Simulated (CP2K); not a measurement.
## FeO (Wuestite) under changes of volume

One of the cells (10.013 Å³/atom); the others are scaled copies at fixed shape and fractional positions:

```
CELL_PARAMETERS angstrom
3.04820 0.00000 0.00000
1.52410 2.63982 0.00000
1.52410 0.87994 2.48884
ATOMIC_POSITIONS crystal
Fe 0.00000 0.00000 0.00000
O 0.50000 0.50000 0.50000
```

* Program: CP2K 2026.2
* Functional: PBE
* Potentials or basis: POTENTIAL_UZH Fe GTH-PBE-q16, O GTH-PBE-q6; TZVP-MOLOPT-PBE-GTH basis
* Density cutoff: 8163 eV
* k mesh: 11 × 11 × 11
* Occupations: fermi-dirac, width 0.05 eV
* Spin: collinear spin, ferromagnetic start
* Starting moments: [3.0, 0.0] μB

| volume (Å³/atom) | energy over the lowest point (meV/atom) | pressure (GPa) |
| --- | --- | --- |
| 9.413 | 24.56 | 13.6 |
| 9.613 | ? | ? |
| 9.813 | 2.77 | 4.3 |
| 10.013 | 0.00 | 0.3 |
| 10.214 | 1.91 | -3.2 |
| 10.414 | 8.02 | -6.4 |
| 10.614 | 17.91 | -9.2 |

**Question.** What does the run at 9.613 Å³/atom give?

**Answer.** Energy over the lowest point 10.75 meV/atom; pressure 8.7 GPa.

Worked out: A Birch-Murnaghan fit of order 3 (a polynomial in V^(-2/3)) to the other rows has its minimum at 10.03 Å³/atom with B0 = V·E''(V) = 186 GPa and B' = 4.4. It gives 10.76 meV/atom at 9.613 Å³/atom, against the run's 10.75, and -dE/dV = 8.6 GPa, against 8.7.

Energies are extrapolated to zero smearing.

Caveats: the basis of atomic orbitals isn't converged, which shifts pressures, moduli and gaps; the total moment is fixed, so each spin has its own Fermi level; a cell with one magnetic atom can't hold antiferromagnetic order, which such compounds often take.
